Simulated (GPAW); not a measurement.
# Cu2O (Cuprite) (Pn-3m) in GPAW: convergence with plane-wave cutoff (eV)

Aim: find how far plane-wave cutoff (eV) must go before the results for Cu2O (Cuprite) settle, at PBE. This setting moves, with any that are tied to it; all else stays.

Everything below comes from runs of GPAW 26.7.0. Logs are shortened: lines on timing, memory, paths and dates and some standing lists are left out, and cuts for length are marked. The log counts tension as positive stress, the text compression.

## (1) The crystal as given

Symmetry: Pn-3m, No. 224, cubic system. The conventional cell has a = 4.260 Å, b = 4.260 Å, c = 4.260 Å, α = 90.00°, β = 90.00°, γ = 90.00°. Cu (site symmetry -3m) has 2 O at 1.84 Å as nearest neighbours. O (site symmetry -43m) has 4 Cu at 1.84 Å as nearest neighbours.

## (2) With plane-wave cutoff (eV) 300

Input file run.py:

```python
from ase.dft.bandgap import bandgap
from ase.io import read, write
from ase.units import GPa
from gpaw import GPAW, PW

atoms = read('POSCAR')

calc = GPAW(mode=PW(300),
            xc='PBE',
            kpts={'size': (5, 5, 5), 'gamma': True},
            occupations={'name': 'fermi-dirac', 'width': 0.05},
            nbands=51,
            convergence={'density': 1e-05, 'energy': 1e-05},
            maxiter=100,
            txt='gpaw.txt')
atoms.calc = calc
energy = atoms.get_potential_energy()
forces = atoms.get_forces()
stress = atoms.get_stress()
calc.write('gs.gpw')
write('result.traj', atoms)
print(f'Energy: {energy:.6f} eV')
print('Forces (eV/A):')
print(forces.round(4))
print('Stress (GPa):', (stress / GPa).round(3))
print('Fermi level:', round(calc.get_fermi_level(), 4), 'eV')
print(f'Gap: {bandgap(calc)[0]:.4f} eV, direct: {bandgap(calc, direct=True)[0]:.4f} eV')
```

Input file POSCAR:

```
Cu2O
1.0
    4.2600000000      0.0000000000      0.0000000000
    0.0000000000      4.2600000000      0.0000000000
    0.0000000000      0.0000000000      4.2600000000
Cu O
4 2
Direct
    0.7500000000      0.2500000000      0.7500000000
    0.7500000000      0.7500000000      0.2500000000
    0.2500000000      0.7500000000      0.7500000000
    0.2500000000      0.2500000000      0.2500000000
    0.5000000000      0.5000000000      0.5000000000
    0.0000000000      0.0000000000      0.0000000000
```

Potentials or basis: GPAW PAW data sets (gpaw-data 1.2.1), pw.

The run is started by

```sh
$ OMP_NUM_THREADS=1 python run.py
```

Run time: 6.1 s. Hardware: 1 thread of AMD EPYC 9R45 (Zen 5), shared host; peak memory 0.15 GiB.

Results:

- Free energy: -11.8232 eV
- Pressure: -67.8 GPa
- Band gap on the k mesh: 0.24 eV, direct

## (3) With plane-wave cutoff (eV) 350

run.py, as its differences from that of step 2:

```diff
@@ -7,3 +7,3 @@
 
-calc = GPAW(mode=PW(300),
+calc = GPAW(mode=PW(350),
             xc='PBE',
```

POSCAR is that of step 2.

Potentials or basis: GPAW PAW data sets (gpaw-data 1.2.1), pw.

The run is started by

```sh
$ OMP_NUM_THREADS=1 python run.py
```

Wall time 5.8 s (1 thread of AMD EPYC 9R45 (Zen 5), shared host); peak memory 0.16 GiB.

Results:

```yaml
Free_energy: -19.0184 eV
Pressure: -44.8 GPa
Band_gap_on_the_k_mesh: 0.37 eV, direct
```

## (4) With plane-wave cutoff (eV) 400

run.py, as its differences from that of step 3:

```diff
@@ -7,3 +7,3 @@
 
-calc = GPAW(mode=PW(350),
+calc = GPAW(mode=PW(400),
             xc='PBE',
```

POSCAR is that of step 3.

The run is started by

```sh
$ OMP_NUM_THREADS=1 python run.py
```

Wall time 6.2 s (1 thread of AMD EPYC 9R45 (Zen 5), shared host); peak memory 0.16 GiB.

What came out:

```yaml
Free_energy: -23.0476 eV
Pressure: -27.0 GPa
Band_gap_on_the_k_mesh: 0.46 eV, direct
```

## (5) With plane-wave cutoff (eV) 500

run.py, as its differences from that of step 4:

```diff
@@ -7,3 +7,3 @@
 
-calc = GPAW(mode=PW(400),
+calc = GPAW(mode=PW(500),
             xc='PBE',
```

POSCAR is that of step 4.

The run is started by

```sh
$ OMP_NUM_THREADS=1 python run.py
```

Run time: 10 s. Hardware: 1 thread of AMD EPYC 9R45 (Zen 5), shared host; peak memory 0.18 GiB.

What came out:

```yaml
Free_energy: -26.3744 eV
Pressure: -3.9 GPa
Band_gap_on_the_k_mesh: 0.53 eV, direct
```

## (6) With plane-wave cutoff (eV) 600

run.py, as its differences from that of step 5:

```diff
@@ -7,3 +7,3 @@
 
-calc = GPAW(mode=PW(500),
+calc = GPAW(mode=PW(600),
             xc='PBE',
```

POSCAR is that of step 5.

Potentials or basis: GPAW PAW data sets (gpaw-data 1.2.1), pw.

The run is started by

```sh
$ OMP_NUM_THREADS=1 python run.py
```

Wall time 10 s (1 thread of AMD EPYC 9R45 (Zen 5), shared host); peak memory 0.2 GiB.

It converged, with:

```yaml
Free_energy: -27.1128 eV
Pressure: 3.5 GPa
Band_gap_on_the_k_mesh: 0.54 eV, direct
```

## (7) With plane-wave cutoff (eV) 700

run.py, as its differences from that of step 6:

```diff
@@ -7,3 +7,3 @@
 
-calc = GPAW(mode=PW(600),
+calc = GPAW(mode=PW(700),
             xc='PBE',
```

POSCAR is that of step 6.

The run is started by

```sh
$ OMP_NUM_THREADS=1 python run.py
```

Wall time 16 s (1 thread of AMD EPYC 9R45 (Zen 5), shared host); peak memory 0.21 GiB.

The run converged. Its results:

- Free energy: -27.3137 eV
- Pressure: 4.8 GPa
- Band gap on the k mesh: 0.54 eV, direct

## (8) With plane-wave cutoff (eV) 800

run.py, as its differences from that of step 7:

```diff
@@ -7,3 +7,3 @@
 
-calc = GPAW(mode=PW(700),
+calc = GPAW(mode=PW(800),
             xc='PBE',
```

POSCAR is that of step 7.

The run is started by

```sh
$ OMP_NUM_THREADS=1 python run.py
```

Run time: 16 s. Hardware: 1 thread of AMD EPYC 9R45 (Zen 5), shared host; peak memory 0.23 GiB.

Results (log left out):

* Free energy: -27.4108 eV
* Pressure: 5.4 GPa
* Band gap on the k mesh: 0.54 eV, direct

## (9) With plane-wave cutoff (eV) 1000

run.py, as its differences from that of step 8:

```diff
@@ -7,3 +7,3 @@
 
-calc = GPAW(mode=PW(800),
+calc = GPAW(mode=PW(1000),
             xc='PBE',
```

POSCAR is that of step 8.

Potentials or basis: GPAW PAW data sets (gpaw-data 1.2.1), pw.

The run is started by

```sh
$ OMP_NUM_THREADS=1 python run.py
```

It took 18 s on 1 thread of AMD EPYC 9R45 (Zen 5), shared host; peak memory 0.28 GiB.

It converged, with:

```yaml
Free_energy: -27.4577 eV
Pressure: 6.0 GPa
Band_gap_on_the_k_mesh: 0.54 eV, direct
```

## (10) With plane-wave cutoff (eV) 1200

run.py, as its differences from that of step 9:

```diff
@@ -7,3 +7,3 @@
 
-calc = GPAW(mode=PW(1000),
+calc = GPAW(mode=PW(1200),
             xc='PBE',
```

POSCAR is that of step 9.

Potentials or basis: GPAW PAW data sets (gpaw-data 1.2.1), pw.

The run is started by

```sh
$ OMP_NUM_THREADS=1 python run.py
```

gpaw.txt:

```text
__  _  _
 | _ |_)|_||  |
 |__||  | ||/\| - 26.7.0

Input parameters:
  mode=PW(ecut=1200.0),
  convergence={'density': 1e-05, 'energy': 1e-05},
  kpts=MonkhorstPack(size=(5, 5, 5), gamma=True),
  maxiter=100,
  nbands=51,
  occupations=Occupations(name='fermi-dirac', width=0.05),
  xc=XC(name='PBE')

Diagonalizing LCAO Hamiltonian
Converting LCAO to pw mode
    .---------.
   /|         |
  / | Cu      |
 *  |         |
 |  |  O CuCu |
 |  .---------.
 | /Cu       /
 |/         /
 O---------*

Atoms  # Å, Bohr magnetons
|   | symbol |        x |        y |        z |    initial magnetic moments |
|---|--------|----------|----------|----------|-----------------------------|
| 0 |     Cu | 3.195000 | 1.065000 | 3.195000 | ( 0.0000,  0.0000,  0.0000) |
| 1 |     Cu | 3.195000 | 3.195000 | 1.065000 | ( 0.0000,  0.0000,  0.0000) |
| 2 |     Cu | 1.065000 | 3.195000 | 3.195000 | ( 0.0000,  0.0000,  0.0000) |
| 3 |     Cu | 1.065000 | 1.065000 | 1.065000 | ( 0.0000,  0.0000,  0.0000) |
| 4 |      O | 2.130000 | 2.130000 | 2.130000 | ( 0.0000,  0.0000,  0.0000) |
| 5 |      O | 0.000000 | 0.000000 | 0.000000 | ( 0.0000,  0.0000,  0.0000) |

Unit cell  # Å
| periodic |        x |        y |        z |  lengths |    angles |
|----------|----------|----------|----------|----------|-----------|
|      yes | 4.260000 | 0.000000 | 0.000000 | 4.260000 | 90.000000 |
|      yes | 0.000000 | 4.260000 | 0.000000 | 4.260000 | 90.000000 |
|      yes | 0.000000 | 0.000000 | 4.260000 | 4.260000 | 90.000000 |

Number of symmetries: 24
Symmetry operations  # r_c * U_cc + t_c -> r_c
|    | kind |            matrix            |
|----|------|------------------------------|
|  0 |  E   |  1, 0, 0,  0, 1, 0,  0, 0, 1 |
|  1 |  σ   |  1, 0, 0,  0, 0, 1,  0, 1, 0 |
|  2 |  σ   |  1, 0, 0,  0, 0,-1,  0,-1, 0 |
|  3 |  C2  |  1, 0, 0,  0,-1, 0,  0, 0,-1 |
|  4 |  σ   |  0, 1, 0,  1, 0, 0,  0, 0, 1 |
|  5 |  C3  |  0, 1, 0,  0, 0, 1,  1, 0, 0 |
|  6 |  C3  |  0, 1, 0,  0, 0,-1, -1, 0, 0 |
|  7 |  S4  |  0, 1, 0, -1, 0, 0,  0, 0,-1 |
|  8 |  C3  |  0, 0, 1,  1, 0, 0,  0, 1, 0 |
|  9 |  σ   |  0, 0, 1,  0, 1, 0,  1, 0, 0 |
| 10 |  S4  |  0, 0, 1,  0,-1, 0, -1, 0, 0 |
| 11 |  C3  |  0, 0, 1, -1, 0, 0,  0,-1, 0 |
| 12 |  C3  |  0, 0,-1,  1, 0, 0,  0,-1, 0 |
| 13 |  σ   |  0, 0,-1,  0, 1, 0, -1, 0, 0 |
| 14 |  S4  |  0, 0,-1,  0,-1, 0,  1, 0, 0 |
| 15 |  C3  |  0, 0,-1, -1, 0, 0,  0, 1, 0 |
| 16 |  S4  |  0,-1, 0,  1, 0, 0,  0, 0,-1 |
| 17 |  C3  |  0,-1, 0,  0, 0, 1, -1, 0, 0 |
| 18 |  C3  |  0,-1, 0,  0, 0,-1,  1, 0, 0 |
| 19 |  σ   |  0,-1, 0, -1, 0, 0,  0, 0, 1 |
| 20 |  C2  | -1, 0, 0,  0, 1, 0,  0, 0,-1 |
| 21 |  S4  | -1, 0, 0,  0, 0, 1,  0,-1, 0 |
| 22 |  S4  | -1, 0, 0,  0, 0,-1,  0, 1, 0 |
| 23 |  C2  | -1, 0, 0,  0,-1, 0,  0, 0, 1 |

BZ-sampling:
  Number of BZ points: 125
  Number of IBZ points: 10

  Monkhorst-Pack size: [5, 5, 5]
  Monkhorst-Pack shift: [0, 0, 0]

K-points  # in reciprocal-cell coordinates
|   |                                coordinates |     weight |
|---|--------------------------------------------|------------|
| 0 | (  0.00000000,   0.00000000,   0.00000000) | 0.00800000 |
| 1 | (  0.20000000,   0.00000000,   0.00000000) | 0.04800000 |
| 2 | (  0.20000000,   0.20000000,   0.00000000) | 0.09600000 |
| 3 | (  0.20000000,   0.20000000,   0.20000000) | 0.06400000 |
| 4 | (  0.40000000,   0.00000000,   0.00000000) | 0.04800000 |
| 5 | (  0.40000000,   0.20000000,   0.00000000) | 0.19200000 |
| 6 | (  0.40000000,   0.20000000,   0.20000000) | 0.19200000 |
| 7 | (  0.40000000,   0.40000000,   0.00000000) | 0.09600000 |
| 8 | (  0.40000000,   0.40000000,   0.20000000) | 0.19200000 |
| 9 | (  0.40000000,   0.40000000,   0.40000000) | 0.06400000 |

Plane wave coefficients: 7333
Cutoff: 1200.0 eV

Spin-components: 1 (collinear spins)
Bands:           51
Projectors:      34
Spin-degeneracy: 2
Datatype:        complex128

Parallelization:
  kpt:    1
  domain: 1
  band:   1

Density:
  Valence electrons: 56.0
  Components: 1
  Grid points: [35 35 35]
  Charge: 0.0  # |e|

Potential:
  Grid points: [35 35 35]

species:
  Cu:
    name:    Copper
    Z:       29.0
    valence: 11
    core:    18
    charge:  0.0  # [|e|]
    compensation charges:
      type: gauss
      rc: 0.33  # [Å]
      lmax: 2
    cutoffs:
      filter: 2.06  # [Å]
      core: 2.43  # [Å]
    projectors
    | kind |    occ | energy [eV] | rcut [Å] |
    |------|--------|-------------|----------|
    |   4s |  1.000 |      -4.609 |    1.164 |
    |   4p |  0.000 |      -0.698 |    1.164 |
    |   3d | 10.000 |      -5.039 |    1.058 |
    |    s |        |      22.603 |    1.164 |
    |    p |        |      26.513 |    1.164 |
    |    d |        |      22.172 |    1.058 |

    Using partial waves for Cu as LCAO basis

  O:
    name:    Oxygen
    Z:       8.0
    valence: 6
    core:    2
    charge:  0.0  # [|e|]
    compensation charges:
      type: gauss
      rc: 0.21  # [Å]
      lmax: 2
    cutoffs:
      filter: 1.17  # [Å]
      core: 0.83  # [Å]
    projectors
    | kind |    occ | energy [eV] | rcut [Å] |
    |------|--------|-------------|----------|
    |   2s |  2.000 |     -23.961 |    0.688 |
    |   2p |  4.000 |      -9.029 |    0.598 |
    |    s |        |       3.251 |    0.688 |
    |    p |        |      18.182 |    0.598 |
    |    d |        |       0.000 |    0.619 |

    Using partial waves for O as LCAO basis

Reference energy: -184167.511967  # eV

eigensolver:
  PPCG
  Converge bands: occupied
  niter=2

density mixing:
  MSR1-Mixer
  Pratt-step length: 0.05
  Maximum mixing coefficient: 0.75
  Old densities: 10
  SVD Regularization: 0.005
  Good broyden scale: 1.0
  Trust region scale: 1.0
  Backstep threshold: 4.0
  History deletion threshold: 6.0
  Fourier metric: weight=20.0, sigma=0.015

occupation numbers:
  Fermi-Dirac:
    width: 0.0500  # eV

poisson solver:
  ecut: 9600.0  # eV

xc functional:
[... 9 lines left out ...]
|iter     | |      energy | eigst |  dens |
|---------|-|-------------|-------|-------|
|iter:   1| |  -33.403923 | +0.60 |       |
|iter:   2| |  -31.038637 | -1.36 | -0.97 |
|iter:   3| |  -27.543852 | -1.08 | -1.08 |
|iter:   4| |  -27.492123 | -3.00 | -1.73 |
|iter:   5| |  -27.461872 | -3.32 | -1.88 |
|iter:   6| |  -27.460923 | -4.40 | -2.55 |
|iter:   7| |  -27.460921 | -5.55 | -3.10 |
|iter:   8| |  -27.460927c| -5.71 | -3.61 |
|iter:   9| |  -27.460916c| -6.48 | -3.90 |
|iter:  10| |  -27.460916c| -8.44c| -4.47 |
|iter:  11| |  -27.460916c| -7.55c| -4.69 |
|iter:  12| |  -27.460916c| -8.32c| -5.76c|

Converged in 12 steps
Energy contributions relative to reference atoms: (reference = -184167.511967)

Energy contributions:
  Kinetic:          -8.501992
  Coulomb:          -1.426507
  Zero:              0.770848
  External:          0.000000
  Xc:              -18.303212
  Entropy:          -0.000107
  Spinorbit:         0.000000
  ----------------------------
  Free energy:     -27.460969
  Extrapolated:    -27.460916

dipole moment: (-11.943309, -11.943309, -11.943309)  # |e|*Ang

Fermi level: 5.662
Eigenvalues  # (at kpt = [0.000, 0.000, 0.000])
| band index |      eig [eV] | occ [0-2] |
|------------|---------------|-----------|
|          0 |       -14.776 |     2.000 |
|        ... |               |           |
|         20 |         3.582 |     2.000 |
|         21 |         3.582 |     2.000 |
|         22 |         3.775 |     2.000 |
|         23 |         3.775 |     2.000 |
|         24 |         3.775 |     2.000 |
|         25 |         5.349 |     1.996 |
[... 8 lines left out ...]
|         34 |        14.668 |     0.000 |
|         35 |        14.668 |     0.000 |
|        ... |               |           |
|         50 |        28.656 |     0.000 |

Gap: 0.545 eV
Transition (v -> c):
  (s=0, k=0, n=27, [0.00, 0.00, 0.00]) -> (s=0, k=0, n=28, [0.00, 0.00, 0.00])
No difference between direct/indirect transitions

Forces  # eV/Ang
|        x |        y |        z |
|----------|----------|----------|
|  0.00001 | -0.00001 |  0.00001 |  # Cu   0
|  0.00001 |  0.00001 | -0.00001 |  # Cu   1
| -0.00001 |  0.00001 |  0.00001 |  # Cu   2
| -0.00001 | -0.00001 | -0.00001 |  # Cu   3
|  0.00000 |  0.00000 |  0.00000 |  # O    4
| -0.00000 | -0.00000 | -0.00000 |  # O    5

Stress tensor  # eV/Ang^3
|         x |         y |         z |
|-----------|-----------|-----------|
| -0.037801 |  0.000000 | -0.000000 |
|  0.000000 | -0.037801 | -0.000000 |
| -0.000000 | -0.000000 | -0.037801 |

# Writing to gs.gpw (mode='')
```

stdout:

```text
Energy: -27.460916 eV
Forces (eV/A):
[[ 0. -0.  0.]
 [ 0.  0. -0.]
 [-0.  0.  0.]
 [-0. -0. -0.]
 [ 0.  0.  0.]
 [-0. -0. -0.]]
Stress (GPa): [-6.056 -6.056 -6.056 -0.    -0.     0.   ]
Fermi level: 5.6619 eV
Gap: 0.5447 eV, direct: 0.5447 eV
```

Run time: 30 s. Hardware: 1 thread of AMD EPYC 9R45 (Zen 5), shared host; peak memory 0.33 GiB.

What came out:

| Item | Value |
| --- | --- |
| Free energy | -27.4610 eV |
| Pressure | 6.1 GPa |
| Band gap on the k mesh | 0.54 eV, direct |

## (11) Result

| plane-wave cutoff (eV) | energy less the tightest run, at zero smearing (meV/atom) | pressure (GPa) | gap on the mesh (eV) | SCF cycles | CPU time (s) | peak memory (GiB) |
| --- | --- | --- | --- | --- | --- | --- |
| 300 | 2606.39 | -67.81 | 0.239 | 12 | 6.1 | 0.15 |
| 350 | 1407.12 | -44.83 | 0.374 | 12 | 5.8 | 0.16 |
| 400 | 735.57 | -27.00 | 0.456 | 12 | 6.2 | 0.16 |
| 500 | 181.10 | -3.90 | 0.531 | 12 | 10 | 0.18 |
| 600 | 58.03 | 3.49 | 0.544 | 12 | 10 | 0.2 |
| 700 | 24.54 | 4.75 | 0.544 | 12 | 16 | 0.21 |
| 800 | 8.35 | 5.39 | 0.545 | 12 | 16 | 0.23 |
| 1000 | 0.54 | 6.01 | 0.545 | 12 | 18 | 0.28 |
| 1200 | 0.00 | 6.06 | 0.545 | 12 | 30 | 0.33 |

Against the tightest run, the energy stays within 1 meV/atom from 1000 on; the pressure stays within 0.1 GPa from 1000 on; the gap on the mesh stays within 0.01 eV from 600 on. The tightest run that finished is the yardstick and may itself not be fully converged.

Caveats: with this Cu data set, volumes or pressures lay over 1.5 % or 2 GPa off other programs in two to four cells of ten; an odd mesh through Γ misses points on the zone boundary, where band edges often lie.
